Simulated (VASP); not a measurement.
# As2Pt (Sperrylite) (Pa-3) in VASP: notebook

Runs on As2Pt (Sperrylite). Level: LDA. Tasks: relaxation of cell and atoms.

All numbers are computed with VASP 6.6.1; they aren't measurements. Logs are shortened: lines on timing, memory, paths and dates and some standing lists are left out, and cuts for length are marked.

## 1. The crystal as given

It takes space group Pa-3 (No. 205, cubic). Conventional cell: a = 5.966 Å, b = 5.966 Å, c = 5.966 Å, α = 90.00°, β = 90.00°, γ = 90.00°. As (site symmetry 3) is surrounded by 1 As at 2.42 Å and 3 Pt at 2.49 Å. Around Pt (site symmetry -3) lie 6 As at 2.49 Å.

## 2. Relaxation of cell and atoms, LDA

Contents of INCAR:

```
SYSTEM = As2Pt
  PREC = Accurate
  ENCUT = 600
  EDIFF = 1E-6
  ISMEAR = 0
  SIGMA = 0.03
  LREAL = .False.
  LASPH = .True.
  NELM = 80
  ALGO = Normal
  ISIF = 3
  LWAVE = .False.
  LCHARG = .False.
  GGA = CA
  IBRION = 2
  NSW = 90
  EDIFFG = -0.01
  KPAR = 4
```

Contents of KPOINTS:

```
regular mesh
0
Gamma
  6 6 6
  0 0 0
```

Contents of POSCAR:

```
As2Pt
1.0
    5.9665000000      0.0000000000      0.0000000000
    0.0000000000      5.9665000000      0.0000000000
    0.0000000000      0.0000000000      5.9665000000
As Pt
8 4
Direct
    0.3830000000      0.3830000000      0.3830000000
    0.1170000000      0.6170000000      0.8830000000
    0.8830000000      0.1170000000      0.6170000000
    0.6170000000      0.8830000000      0.1170000000
    0.6170000000      0.6170000000      0.6170000000
    0.8830000000      0.3830000000      0.1170000000
    0.1170000000      0.8830000000      0.3830000000
    0.3830000000      0.1170000000      0.8830000000
    0.0000000000      0.0000000000      0.0000000000
    0.5000000000      0.0000000000      0.5000000000
    0.5000000000      0.5000000000      0.0000000000
    0.0000000000      0.5000000000      0.5000000000
```

Potentials or basis: VASP PAW LDA potentials, release 64 (As, Pt).

Run with:

```
> cat potpaw_LDA.64/As/POTCAR potpaw_LDA.64/Pt/POTCAR > POTCAR
> mpirun -np 4 vasp_std > vasp.out
```

OUTCAR:

```text
SYSTEM = As2Pt
   PREC = Accurate
   ENCUT = 600
   EDIFF = 1E-6
   ISMEAR = 0
   LREAL = .False.
   LASPH = .True.
   NELM = 80
   ISIF = 3
   GGA = CA
   IBRION = 2
   NSW = 90
   EDIFFG = -0.01

 ion  position               nearest neighbor table
   1  0.383  0.383  0.383-   5 2.42  11 2.49  10 2.49  12 2.49
   2  0.117  0.617  0.883-   6 2.42  12 2.49  11 2.49   9 2.49
   3  0.883  0.117  0.617-   7 2.42   9 2.49  10 2.49  12 2.49
   4  0.617  0.883  0.117-   8 2.42  10 2.49   9 2.49  11 2.49
   5  0.617  0.617  0.617-   1 2.42  11 2.49  10 2.49  12 2.49
   6  0.883  0.383  0.117-   2 2.42  12 2.49  11 2.49   9 2.49
   7  0.117  0.883  0.383-   3 2.42   9 2.49  10 2.49  12 2.49
   8  0.383  0.117  0.883-   4 2.42  10 2.49   9 2.49  11 2.49
   9  0.000  0.000  0.000-   3 2.49   7 2.49   4 2.49   6 2.49   2 2.49   8 2.49
  10  0.500  0.000  0.500-   4 2.49   8 2.49   1 2.49   5 2.49   7 2.49   3 2.49
  11  0.500  0.500  0.000-   1 2.49   5 2.49   4 2.49   2 2.49   6 2.49   8 2.49
  12  0.000  0.500  0.500-   2 2.49   6 2.49   3 2.49   5 2.49   1 2.49   7 2.49

  LATTYP: Found a simple cubic cell.
 ALAT       =     5.9665000000

  Lattice vectors:

 A1 = (   5.9665000000,   0.0000000000,   0.0000000000)
 A2 = (   0.0000000000,   5.9665000000,   0.0000000000)
 A3 = (   0.0000000000,   0.0000000000,   5.9665000000)

Analysis of symmetry for initial positions (statically):
=====================================================================
 Subroutine PRICEL returns:
 Original cell was already a primitive cell.

 Routine SETGRP: Setting up the symmetry group for a
 simple cubic supercell.

 Subroutine GETGRP returns: Found 24 space group operations
 (whereof  6 operations were pure point group operations)
 out of a pool of 48 trial point group operations.

The static configuration has the point symmetry S_6 .
 The point group associated with its full space group is T_h .

Analysis of symmetry for dynamics (positions and initial velocities):
=====================================================================
 Subroutine PRICEL returns:
 Original cell was already a primitive cell.

 Routine SETGRP: Setting up the symmetry group for a
 simple cubic supercell.

 Subroutine GETGRP returns: Found 24 space group operations
 (whereof  6 operations were pure point group operations)
 out of a pool of 48 trial point group operations.

The dynamic configuration has the point symmetry S_6 .
 The point group associated with its full space group is T_h .

 Subroutine INISYM returns: Found 24 space group operations
 (whereof  6 operations are pure point group operations),
 and found     1 'primitive' translations

----------------------------------------------------------------------------------------

                                     Primitive cell

  volume of cell :     212.4022

  direct lattice vectors                    reciprocal lattice vectors
     5.966500000  0.000000000  0.000000000     0.167602447  0.000000000  0.000000000
     0.000000000  5.966500000  0.000000000     0.000000000  0.167602447  0.000000000
     0.000000000  0.000000000  5.966500000     0.000000000  0.000000000  0.167602447

  length of vectors
     5.966500000  5.966500000  5.966500000     0.167602447  0.167602447  0.167602447

  position of ions in fractional coordinates (direct lattice)
     0.383000000  0.383000000  0.383000000
     0.117000000  0.617000000  0.883000000
     0.883000000  0.117000000  0.617000000
     0.617000000  0.883000000  0.117000000
     0.617000000  0.617000000  0.617000000
     0.883000000  0.383000000  0.117000000
     0.117000000  0.883000000  0.383000000
     0.383000000  0.117000000  0.883000000
     0.000000000  0.000000000  0.000000000
     0.500000000  0.000000000  0.500000000
     0.500000000  0.500000000  0.000000000
     0.000000000  0.500000000  0.500000000

  ion indices of the primitive-cell ions
   primitive index   ion index
                 1           1
                 2           2
                 3           3
                 4           4
                 5           5
                 6           6
                 7           7
                 8           8
                 9           9
                10          10
                11          11
                12          12

----------------------------------------------------------------------------------------

 KPOINTS: regular mesh

Automatic generation of k-mesh.
 Grid dimensions read from file:
 generate k-points for:    6    6    6

 Generating k-lattice:

  Cartesian coordinates                     Fractional coordinates (reciprocal lattice)
     0.027933741  0.000000000  0.000000000     0.166666667  0.000000000  0.000000000
     0.000000000  0.027933741  0.000000000     0.000000000  0.166666667  0.000000000
     0.000000000  0.000000000  0.027933741     0.000000000  0.000000000  0.166666667

  Length of vectors
     0.027933741  0.027933741  0.027933741

  Shift w.r.t. Gamma in fractional coordinates (k-lattice)
     0.000000000  0.000000000  0.000000000

 Subroutine IBZKPT returns following result:
 ===========================================

 Found     24 irreducible k-points:

 Following reciprocal coordinates:
            Coordinates               Weight
  0.000000  0.000000  0.000000      1.000000
  0.166667  0.000000  0.000000      6.000000
  0.333333  0.000000  0.000000      6.000000
  0.500000  0.000000  0.000000      3.000000
  0.166667  0.166667  0.000000     12.000000
  0.333333  0.166667  0.000000     12.000000
[... 16 lines left out ...]
  0.500000  0.500000  0.333333      6.000000
  0.500000  0.500000  0.500000      1.000000
   k-points           NKPTS =     24   k-points in BZ     NKDIM =     24   number of bands    NBANDS=     48
   number of dos      NEDOS =    301   number of ions     NIONS =     12
   total plane-waves  NPLWV = 110592
   dimension x,y,z NGX =    48 NGY =   48 NGZ =   48
   dimension x,y,z NGXF=    96 NGYF=   96 NGZF=   96
   ions per type =               8   4
   NGX,Y,Z   is equivalent  to a cutoff of  13.37, 13.37, 13.37 a.u.
   NGXF,Y,Z  is equivalent  to a cutoff of  26.75, 26.75, 26.75 a.u.
 SYSTEM =  As2Pt
   PREC   = accura    normal or accurate (medium, high low for compatibility)
   ISTART =      0    job   : 0-new  1-cont  2-samecut
   ICHARG =      2    charge: 1-file 2-atom 10-const
   ISPIN  =      1    spin polarized calculation?
   LNONCOLLINEAR =      F non collinear calculations
   LSORBIT =      F    spin-orbit coupling
   LASPH  =      T    aspherical Exc in radial PAW
   ENCUT  =  600.0 eV  44.10 Ry    6.64 a.u.  11.92 11.92 11.92*2*pi/ulx,y,z
   NELM   =     80;   NELMIN=  2; NELMDL= -5     # of ELM steps
   EDIFF  = 0.1E-05   stopping-criterion for ELM
   LREAL  =      F    real-space projection
   EDIFFG = -.1E-01   stopping-criterion for IOM
   NSW    =     90    number of steps for IOM
   IBRION =      2    ionic relax: 0-MD 1-quasi-New 2-CG
   NFREE  =      1    steps in history (QN), initial steepest desc. (CG)
   ISIF   =      3    stress and relaxation
   ISYM   =      2    0-nonsym 1-usesym 2-fastsym
   POTIM  = 0.5000    time-step for ionic-motion
   TEBEG  =    0.0;   TEEND  =   0.0 temperature during run
   PSTRESS=    0.0 pullay stress
   NELECT =      80.0000    total number of electrons
   NUPDOWN=      -1.0000    fix difference up-down
   EMIN   =  10.00;   EMAX   =-10.00  energy-range for DOS
   EFERMI =   0.00;   METHOD = LEGACY
   ISMEAR =     0;   SIGMA  =   0.03  broadening in eV -4-tet -1-fermi 0-gaus
   EFERMI_NEDOS =   21; number of points for ismear=-14 and -15
   IALGO  =     38    algorithm
   IMIX   =      4    mixing-type and parameters
     AMIX     =   0.40;   BMIX     =  1.00
     AMIX_MAG =   1.60;   BMIX_MAG =  1.00
  volume/ion in A,a.u.               =      17.70       119.45
  Fermi-wavevector in a.u.,A,eV,Ry     =   1.182275  2.234176 19.017873  1.397774
  Thomas-Fermi vector in A             =   2.318532
   LORBIT       =      0    0 simple, 1 ext, 2 COOP (PROOUT), +10 PAW based schemes
   GGA     = CA    functional components
   LHFCALC =     F    Hartree Fock is set to
   AEXX    =    0.0000 exact exchange contribution
   IVDW    =     0    specifies the selected vdW correction
   LEPSILON=     F    determine dielectric tensor
   LRPA    =     F    only Hartree local field effects (RPA)
 conjugate gradient relaxation of ions
 non-spin polarized calculation
 Gauss-broadening in eV      SIGMA  =   0.03
  energy-cutoff  :      600.00
  volume of cell :      212.40
 maximum number of plane-waves:      7123
   NGX = 23   NGY = 23   NGZ = 23

--------------------------------------- Ionic step        1  -------------------------------------------

 number of electron      80.0000005 magnetization

 Free energy of the ion-electron system (eV)
  ---------------------------------------------------
  ext. energy  EPLUGINS =         0.00000000
  ---------------------------------------------------
  free energy    TOTEN  =       -79.92160620 eV

  energy without entropy =      -79.92160620  energy(sigma->0) =      -79.92160620

------------------------ aborting loop because EDIFF is reached ----------------------------------------

  FORCE on cell =-STRESS in cart. coord.  units (eV):
  Direction    XX          YY          ZZ          XY          YZ          ZX
  --------------------------------------------------------------------------------------
  -------------------------------------------------------------------------------------
  Total       -1.6591517     -1.6591517     -1.6591517      0.0000000      0.0000000      0.0000000
  in kB      -12.5151985    -12.5151985    -12.5151985      0.0000000      0.0000000      0.0000000
  external PRESSURE =     -12.5151985 kB  Pullay stress =       0.0000000 kB

 VOLUME and BASIS-vectors are now :
 -----------------------------------------------------------------------------
  energy-cutoff  :      600.00
  volume of cell :      212.40
      direct lattice vectors                 reciprocal lattice vectors
     5.966500000  0.000000000  0.000000000     0.167602447  0.000000000  0.000000000
     0.000000000  5.966500000  0.000000000     0.000000000  0.167602447  0.000000000
     0.000000000  0.000000000  5.966500000     0.000000000  0.000000000  0.167602447
[... 50 lines left out ...]
      0.69320      3.65655      5.23350         0.014337      0.014337     -0.014337
      5.23350      0.69320      3.65655        -0.014337      0.014337      0.014337
      3.65655      5.23350      0.69320         0.014337     -0.014337      0.014337
      3.65655      3.65655      3.65655         0.014337      0.014337      0.014337
      5.23350      2.27015      0.69320        -0.014337     -0.014337      0.014337
      0.69320      5.23350      2.27015         0.014337     -0.014337     -0.014337
      2.27015      0.69320      5.23350        -0.014337      0.014337     -0.014337
      0.00000      5.92670     -0.00000        -0.000000      0.000000      0.000000
      2.96335      5.92670      2.96335        -0.000000      0.000000      0.000000
      2.96335      2.96335     -0.00000        -0.000000      0.000000      0.000000
      0.00000      2.96335      2.96335        -0.000000      0.000000      0.000000
 -----------------------------------------------------------------------------------
    total drift:                               -0.000000     -0.000000      0.000000

  FREE ENERGIE OF THE ION-ELECTRON SYSTEM (eV)
  ---------------------------------------------------
  free  energy   TOTEN  =       -79.9111431057 eV

  energy  without entropy=      -79.9111431057  energy(sigma->0) =      -79.91114311

--------------------------------------- Ionic step        3  -------------------------------------------

 number of electron      80.0000000 magnetization

 Free energy of the ion-electron system (eV)
  ---------------------------------------------------
  ext. energy  EPLUGINS =         0.00000000
  ---------------------------------------------------
  free energy    TOTEN  =       -79.92799461 eV

  energy without entropy =      -79.92799461  energy(sigma->0) =      -79.92799461

 E-fermi :   7.8092     XC(G=0): -11.5711

 val. band max:        7.6797829177   @ k =   0.3333   0.3333   0.0000
 cond. band min:       7.9703272789   @ k =   0.5000   0.5000   0.5000
 fundamental gap:      0.2905443612
 Fermi energy:         7.8092040031

 k-point     1 :       0.0000    0.0000    0.0000
  band No.  band energies     occupation
      1      -6.7335      2.00000
      2      -4.6733      2.00000
      3      -4.6733      2.00000
      4      -4.6733      2.00000
      5      -2.4422      2.00000
      6      -2.4422      2.00000
[... 1235 lines left out ...]
 POSITION                                       TOTAL-FORCE (eV/Angst)
 -----------------------------------------------------------------------------------
      2.27942      2.27942      2.27942        -0.002444     -0.002444     -0.002444
      0.69621      3.67185      5.25506         0.002444      0.002444     -0.002444
      5.25506      0.69621      3.67185        -0.002444      0.002444      0.002444
      3.67185      5.25506      0.69621         0.002444     -0.002444      0.002444
      3.67185      3.67185      3.67185         0.002444      0.002444      0.002444
      5.25506      2.27942      0.69621        -0.002444     -0.002444      0.002444
      0.69621      5.25506      2.27942         0.002444     -0.002444     -0.002444
      2.27942      0.69621      5.25506        -0.002444      0.002444     -0.002444
      0.00000      0.00000      0.00000        -0.000000      0.000000     -0.000000
      2.97564      0.00000      2.97564        -0.000000      0.000000     -0.000000
      2.97564      2.97564     -0.00000        -0.000000      0.000000     -0.000000
      0.00000      2.97564      2.97564        -0.000000     -0.000000     -0.000000
 -----------------------------------------------------------------------------------
    total drift:                               -0.000000      0.000000     -0.000000

  FREE ENERGIE OF THE ION-ELECTRON SYSTEM (eV)
  ---------------------------------------------------
  free  energy   TOTEN  =       -79.9279946106 eV

  energy  without entropy=      -79.9279946105  energy(sigma->0) =      -79.92799461

 reached required accuracy - stopping structural energy minimisation
```

It took 2.5 min on 4 MPI ranks of Intel Xeon Platinum 8375C at 2.90GHz (Ice Lake), shared host; peak memory 0.42 GiB.

What came out:

| Quantity | Value |
| --- | --- |
| Free energy | -79.9280 eV |
| Relaxed volume | 17.57 Å³/atom |
| Relaxed cell | a = 5.951 Å, b = 5.951 Å, c = 5.951 Å, α = 90.00°, β = 90.00°, γ = 90.00° |
| Space group after relaxing (to 0.05 Å) | Pa-3 (No. 205) |
| Energy gained by relaxing | 0.5 meV/atom |
| Ionic steps | 3 |
| Pressure after relaxing | 0.0 GPa |
| Largest force after relaxing | 0.004 eV/Å |
| Band gap on the k mesh | 0.29 eV, indirect (least direct gap 1.04 eV) |

Forces on the atoms (eV/Å):
```
As  -0.002 -0.002 -0.002
As   0.002  0.002 -0.002
As  -0.002  0.002  0.002
As   0.002 -0.002  0.002
As   0.002  0.002  0.002
As  -0.002 -0.002  0.002
As   0.002 -0.002 -0.002
As  -0.002  0.002 -0.002
Pt   0.000  0.000  0.000
Pt   0.000  0.000  0.000
Pt   0.000  0.000  0.000
Pt   0.000  0.000  0.000
```

The path:
```csv
step,energy change (eV),largest force (eV/Å),pressure (GPa),volume (Å³)
1,0.0000,0.0082,-1.25,212.40
2,0.0105,0.0248,2.10,208.18
3,-0.0064,0.0042,0.00,210.78
```

Final structure:
```xyz
12
Lattice="5.9513 0.0000 0.0000 0.0000 5.9513 0.0000 0.0000 0.0000 5.9513" Properties=species:S:1:pos:R:3 pbc="T T T"
As    2.2794    2.2794    2.2794
As    0.6962    3.6718    5.2551
As    5.2551    0.6962    3.6718
As    3.6718    5.2551    0.6962
As    3.6718    3.6718    3.6718
As    5.2551    2.2794    0.6962
As    0.6962    5.2551    2.2794
As    2.2794    0.6962    5.2551
Pt    0.0000    0.0000    0.0000
Pt    2.9756    0.0000    2.9756
Pt    2.9756    2.9756    0.0000
Pt    0.0000    2.9756    2.9756
```

Levels at points of the mesh, in eV from the valence-band top:
| k point | band 36 | band 37 | band 38 | band 39 | band 40 | band 41 | band 42 | band 43 | band 44 | band 45 |
| --- | --- | --- | --- | --- | --- | --- | --- | --- | --- | --- |
| (0.00, 0.00, 0.00) | -2.50 | -2.50 | -0.99 | -0.99 | -0.99 | 0.68 | 0.68 | 0.68 | 1.54 | 4.08 |
| (0.50, 0.00, 0.00) | -1.95 | -1.25 | -1.25 | -0.85 | -0.85 | 1.49 | 1.49 | 1.67 | 1.67 | 2.74 |
| (0.50, 0.50, 0.00) | -2.04 | -0.59 | -0.59 | -0.59 | -0.59 | 1.99 | 1.99 | 1.99 | 1.99 | 2.21 |
| (0.50, 0.50, 0.50) | -1.12 | -0.75 | -0.75 | -0.75 | -0.75 | 0.29 | 0.29 | 0.29 | 0.29 | 2.98 |

Caveat: spin-orbit coupling is left out, which moves the levels of the heavy elements. LDA usually gives volumes a few per cent too small.

[end of part 1 of 2]
